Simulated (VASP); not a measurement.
# Si in VASP: further runs

The runs below take Si through single point, with PBE.

Everything below comes from runs of VASP 6.6.1. Logs are shortened: lines on timing, memory, paths and dates and some standing lists are left out, and cuts for length are marked.

## (1) The sheet as given

The cell holds a sheet with vacuum, 1 atom: a = 2.399 Å, b = 2.418 Å, c = 23.800 Å, α = 90.00°, β = 90.00°, γ = 90.00°.

The cell was built by a generator and needn't be a form met in nature.

## (2) Single point, PBE

INCAR reads:

```
SYSTEM = Si
PREC = Accurate
ENCUT = 520
EDIFF = 1E-6
ISMEAR = 0
SIGMA = 0.1
LREAL = .FALSE.
LASPH = .TRUE.
NELM = 100
ALGO = Fast
ISIF = 2
LWAVE = .FALSE.
LCHARG = .FALSE.
LDIPOL = .TRUE.
IDIPOL = 3
DIPOL = 0.5 0.5 0.294
GGA = PE
NBANDS = 8
```

KPOINTS reads:

```
regular mesh
0
G
  24 22 1
  0 0 0
```

POSCAR reads:

```
Si
1.0
    2.3993182513      0.0000000000      0.0000000000
    0.0000000000      2.4179433263      0.0000000000
    0.0000000000      0.0000000000     23.8000000000
Si
1
Direct
    0.5000000000      0.5000000000      0.2941176471
```

Potentials or basis: VASP PAW PBE potentials, release 64 (Si).

Launch:

```bash
$ cat potpaw_PBE.64/Si/POTCAR > POTCAR
$ mpirun -np 1 vasp_std > vasp.out
```

OUTCAR:

```text
SYSTEM = Si
   PREC = Accurate
   ENCUT = 520
   EDIFF = 1E-6
   ISMEAR = 0
   LREAL = .FALSE.
   LASPH = .TRUE.
   NELM = 100
   ISIF = 2
   GGA = PE

 ion  position               nearest neighbor table
   1  0.500  0.500  0.294-

  LATTYP: Found a simple orthorhombic cell.
 ALAT       =     2.3993182513
 B/A-ratio  =     1.0077626530
 C/A-ratio  =     9.9194844148

  Lattice vectors:

 A1 = (   2.3993182513,   0.0000000000,   0.0000000000)
 A2 = (   0.0000000000,   2.4179433263,   0.0000000000)
 A3 = (   0.0000000000,   0.0000000000,  23.8000000000)

Analysis of symmetry for initial positions (statically):
=====================================================================
 Subroutine PRICEL returns:
 Original cell was already a primitive cell.

 Routine SETGRP: Setting up the symmetry group for a
 simple orthorhombic supercell.

 Subroutine GETGRP returns: Found  8 space group operations
 (whereof  4 operations were pure point group operations)
 out of a pool of  8 trial point group operations.

The static configuration has the point symmetry C_2v.
 The point group associated with its full space group is D_2h.

Analysis of symmetry for dynamics (positions and initial velocities):
=====================================================================
 Subroutine PRICEL returns:
 Original cell was already a primitive cell.

 Routine SETGRP: Setting up the symmetry group for a
 simple orthorhombic supercell.

 Subroutine GETGRP returns: Found  8 space group operations
 (whereof  4 operations were pure point group operations)
 out of a pool of  8 trial point group operations.

The dynamic configuration has the point symmetry C_2v.
 The point group associated with its full space group is D_2h.

 Subroutine INISYM returns: Found  8 space group operations
 (whereof  4 operations are pure point group operations),
 and found     1 'primitive' translations

----------------------------------------------------------------------------------------

                                     Primitive cell

  volume of cell :     138.0737

  direct lattice vectors                    reciprocal lattice vectors
     2.399318251  0.000000000  0.000000000     0.416785059  0.000000000  0.000000000
     0.000000000  2.417943326  0.000000000     0.000000000  0.413574623  0.000000000
     0.000000000  0.000000000 23.800000000     0.000000000  0.000000000  0.042016807

  length of vectors
     2.399318251  2.417943326 23.800000000     0.416785059  0.413574623  0.042016807
[... 91 lines left out ...]
   NUPDOWN=      -1.0000    fix difference up-down
   EMIN   =  10.00;   EMAX   =-10.00  energy-range for DOS
   EFERMI =   0.00;   METHOD = LEGACY
   ISMEAR =     0;   SIGMA  =   0.10  broadening in eV -4-tet -1-fermi 0-gaus
   EFERMI_NEDOS =   21; number of points for ismear=-14 and -15
   IALGO  =     68    algorithm
   IMIX   =      4    mixing-type and parameters
     AMIX     =   0.40;   BMIX     =  1.00
     AMIX_MAG =   1.60;   BMIX_MAG =  1.00
  volume/ion in A,a.u.               =     138.07       931.77
  Fermi-wavevector in a.u.,A,eV,Ry     =   0.502795  0.950145  3.439595  0.252803
  Thomas-Fermi vector in A             =   1.511992
   LORBIT       =      0    0 simple, 1 ext, 2 COOP (PROOUT), +10 PAW based schemes
   GGA     = PE    functional components
   LHFCALC =     F    Hartree Fock is set to
   AEXX    =    0.0000 exact exchange contribution
   IVDW    =     0    specifies the selected vdW correction
   LEPSILON=     F    determine dielectric tensor
   LRPA    =     F    only Hartree local field effects (RPA)
 non-spin polarized calculation
 RMM-DIIS sequential band-by-band and
 Gauss-broadening in eV      SIGMA  =   0.10
  energy-cutoff  :      520.00
  volume of cell :      138.07
 maximum number of plane-waves:      3773
 NGX is ok and might be reduce to    18
   NGX =  9   NGY =  9   NGZ = 89

 dipolmoment           0.000000      0.000000     -0.000001 electrons x Angstroem

 number of electron       4.0000001 magnetization

 dipolmoment           0.000000      0.000000      0.000020 electrons x Angstroem

 Free energy of the ion-electron system (eV)
  ---------------------------------------------------
  ext. energy  EPLUGINS =         0.00000000
  ---------------------------------------------------
  free energy    TOTEN  =        -4.52253897 eV

  energy without entropy =       -4.52004713  energy(sigma->0) =       -4.52129305

 E-fermi :  -3.2124     XC(G=0):  -1.9265

 val. band max:       -3.2412751917   @ k =   0.3333   0.3636   0.0000
 cond. band min:      -3.1989448434   @ k =   0.1667   0.3182   0.0000
 fundamental gap:      0.0423303482
 Fermi energy:        -3.2123673269

 k-point     1 :       0.0000    0.0000    0.0000
  band No.  band energies     occupation
      1     -14.6990      2.00000
      2      -6.3484      2.00000
      3      -0.0844      0.00000
      4       1.2869      0.00000
      5       1.5101      0.00000
      6       2.1561      0.00000
      7       2.3870      0.00000
      8       3.7895      0.00000
[... 243 lines left out ...]
 k-point    24 :       0.4167    0.0455    0.0000
  band No.  band energies     occupation
      1     -10.3983      2.00000
      2      -6.3948      2.00000
      3      -2.3564      0.00000
      4       2.5731      0.00000
      5       4.4197      0.00000
      6       5.8765      0.00000
      7       6.0933      0.00000
      8       6.9080      0.00000

 [... further k-points ...]

------------------------ aborting loop because EDIFF is reached ----------------------------------------

 vacuum level on the upper side and lower side of the slab       (xc-potential included)        -0.008        -0.007

  FORCE on cell =-STRESS in cart. coord.  units (eV):
  Direction    XX          YY          ZZ          XY          YZ          ZX
  --------------------------------------------------------------------------------------
  -------------------------------------------------------------------------------------
  Total       -0.0058690     -0.0024580     -0.0018950      0.0000000      0.0000000      0.0000000
  in kB       -0.0681026     -0.0285227     -0.0219895      0.0000000      0.0000000      0.0000000
  external PRESSURE =      -0.0395383 kB  Pullay stress =       0.0000000 kB

 VOLUME and BASIS-vectors are now :
 -----------------------------------------------------------------------------
  energy-cutoff  :      520.00
  volume of cell :      138.07
      direct lattice vectors                 reciprocal lattice vectors
     2.399318251  0.000000000  0.000000000     0.416785059  0.000000000  0.000000000
     0.000000000  2.417943326  0.000000000     0.000000000  0.413574623  0.000000000
     0.000000000  0.000000000 23.800000000     0.000000000  0.000000000  0.042016807

 POSITION                                       TOTAL-FORCE (eV/Angst)
 -----------------------------------------------------------------------------------
      1.19966      1.20897      7.00000         0.000000      0.000000      0.000000
 -----------------------------------------------------------------------------------
    total drift:                               -0.000000     -0.000000      0.000106

  FREE ENERGIE OF THE ION-ELECTRON SYSTEM (eV)
  ---------------------------------------------------
  free  energy   TOTEN  =        -4.5225389744 eV

  energy  without entropy=       -4.5200471333  energy(sigma->0) =       -4.52129305

 vacuum level on the upper side and lower side of the slab         1.517         1.517
```

OSZICAR:

```text
N       E                     dE             d eps       ncg     rms          rms(c)
DAV:   1     0.141141434761E+02    0.14114E+02   -0.14701E+03  2504   0.328E+02
DAV:   2    -0.420339997447E+01   -0.18318E+02   -0.13859E+02  3472   0.427E+01
DAV:   3    -0.469129478433E+01   -0.48789E+00   -0.48398E+00  3696   0.101E+01
DAV:   4    -0.469427225040E+01   -0.29775E-02   -0.29765E-02  3808   0.944E-01
DAV:   5    -0.469430284927E+01   -0.30599E-04   -0.30599E-04  3656   0.756E-02    0.288E+00
RMM:   6    -0.457942694972E+01    0.11488E+00   -0.39512E-02  3032   0.827E-01    0.167E+00
RMM:   7    -0.452362101126E+01    0.55806E-01   -0.96278E-02  3621   0.134E+00    0.179E-01
RMM:   8    -0.452226586229E+01    0.13551E-02   -0.55803E-03  3378   0.461E-01    0.575E-02
RMM:   9    -0.452191955182E+01    0.34631E-03   -0.19585E-03  3523   0.254E-01    0.670E-02
RMM:  10    -0.452180158341E+01    0.11797E-03   -0.63295E-04  3498   0.137E-01    0.705E-02
RMM:  11    -0.452175047949E+01    0.51104E-04   -0.12023E-04  3497   0.665E-02    0.453E-02
RMM:  12    -0.452219527379E+01   -0.44479E-03   -0.14080E-04  3783   0.494E-02    0.149E-02
RMM:  13    -0.452220318907E+01   -0.79153E-05   -0.20547E-05  3725   0.250E-02    0.168E-02
RMM:  14    -0.452246453921E+01   -0.26135E-03   -0.26633E-05  3746   0.191E-02    0.623E-03
RMM:  15    -0.452250376684E+01   -0.39228E-04   -0.52722E-06  3432   0.960E-03    0.373E-03
RMM:  16    -0.452253817416E+01   -0.34407E-04   -0.28051E-06  3478   0.670E-03    0.117E-03
RMM:  17    -0.452253897436E+01   -0.80020E-06   -0.41879E-07  3268   0.346E-03
   1 F= -.45225390E+01 E0= -.45212931E+01  d E =-.249184E-02
```

Run time: 2.7 min. Hardware: 1 thread of Intel Xeon Platinum 8488C (Sapphire Rapids), shared host; peak memory 0.32 GiB.

Results:

```
Free energy            : -4.5225 eV
Band gap on the k mesh : none (metal or under the smearing width)
```

## (3) Single point, PBE

INCAR reads:

```
SYSTEM = Si
PREC = Accurate
ENCUT = 520
EDIFF = 1E-6
ISMEAR = 0
SIGMA = 0.1
LREAL = .False.
LASPH = .True.
NELM = 100
ALGO = Fast
ISIF = 2
LWAVE = .False.
LCHARG = .True.
LDIPOL = .True.
IDIPOL = 3
DIPOL = 0.5 0.5 0.294
GGA = PE
LELF = .True.
LVHAR = .True.
LVACPOTAV = .True.
NBANDS = 8
```

KPOINTS reads:

```
regular mesh
0
Gamma
  24 22 1
  0 0 0
```

POSCAR reads:

```
Si
1.0
    2.3711059310      0.0000000000      0.0000000000
    0.0000000000      2.4437784033      0.0000000000
    0.0000000000      0.0000000000     23.8000000000
Si
1
Direct
    0.5000000000      0.5000000000      0.2941176471
```

Potentials or basis: VASP PAW PBE potentials, release 64 (Si).

Launch:

```bash
$ cat potpaw_PBE.64/Si/POTCAR > POTCAR
$ mpirun -np 1 vasp_std > vasp.out
```

Run time: 3.6 min. Hardware: 1 thread of Intel Xeon Platinum 8488C (Sapphire Rapids), shared host; peak memory 0.32 GiB.

Results (log left out):

```
Free energy                     : -4.5168 eV
Band gap on the k mesh          : none (metal or under the smearing width)
Work function of the upper face : 4.76 eV
Work function of the lower face : 4.76 eV
```

Levels at points of the mesh, in eV from the Fermi level:
| k point | band 1 | band 2 | band 3 | band 4 | band 5 | band 6 | band 7 |
| --- | --- | --- | --- | --- | --- | --- | --- |
| (0.00, 0.00, 0.00) | -11.47 | -3.12 | 3.15 | 4.51 | 4.81 | 5.49 | 5.60 |
| (0.50, 0.00, 0.00) | -5.42 | -5.04 | 1.93 | 4.59 | 9.35 | 10.04 | 11.10 |
| (0.00, 0.50, 0.00) | -6.07 | -5.07 | 1.44 | 4.42 | 8.91 | 9.70 | 10.70 |
| (0.50, 0.50, 0.00) | -1.12 | -0.60 | 1.40 | 3.19 | 6.25 | 8.90 | 9.25 |
